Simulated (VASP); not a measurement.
SnO under changes of volume

One of the cells (15.668 Å³/atom); the others are scaled copies at fixed shape and fractional positions:

```
CELL_PARAMETERS angstrom
3.15267 0.00000 0.00000
0.00000 3.15267 0.00000
0.00000 0.00000 3.15267
ATOMIC_POSITIONS crystal
Sn 0.00000 0.00000 0.00000
O 0.50000 0.50000 0.50000
```

The cell was built by a generator and needn't be a form met in nature.

- Program: VASP 6.6.1
- Functional: PBE
- Potentials or basis: VASP PAW PBE potentials, release 64 (Sn_d, O)
- Cutoff: 520 eV
- k mesh: 9 × 9 × 9
- Occupations: fermi-dirac, width 0.05 eV
- Spin: no spin polarisation

```tsv
volume (Å³/atom)	energy over the lowest point (meV/atom)	pressure (GPa)	gap on the mesh (eV)
14.439	18.72	7.1	0.33
14.746	7.30	4.4	0.38
15.053	?	?	?
15.668	0.00	-1.9	0.52
15.975	5.01	-3.7	0.56
16.282	13.09	-5.2	0.60
```

What does the run at 15.053 Å³/atom give?

Energy over the lowest point 0.71 meV/atom; pressure 2.1 GPa; gap on the mesh 0.43 eV.

Worked out: A Birch-Murnaghan fit of order 3 (a polynomial in V^(-2/3)) to the other rows has its minimum at 15.38 Å³/atom with B0 = V·E''(V) = 100 GPa and B' = 4.7. It gives 0.71 meV/atom at 15.053 Å³/atom, against the run's 0.71, and -dE/dV = 2.3 GPa, against 2.1. A straight line through the other rows of the gap, of slope 2.26 eV per unit of ln V, gives 0.43 eV, against the run's 0.43.

Energies are extrapolated to zero smearing.

Caveats: spin-orbit coupling is left out, which moves the levels of the heavy elements; an odd mesh through Γ misses points on the zone boundary, where band edges often lie.
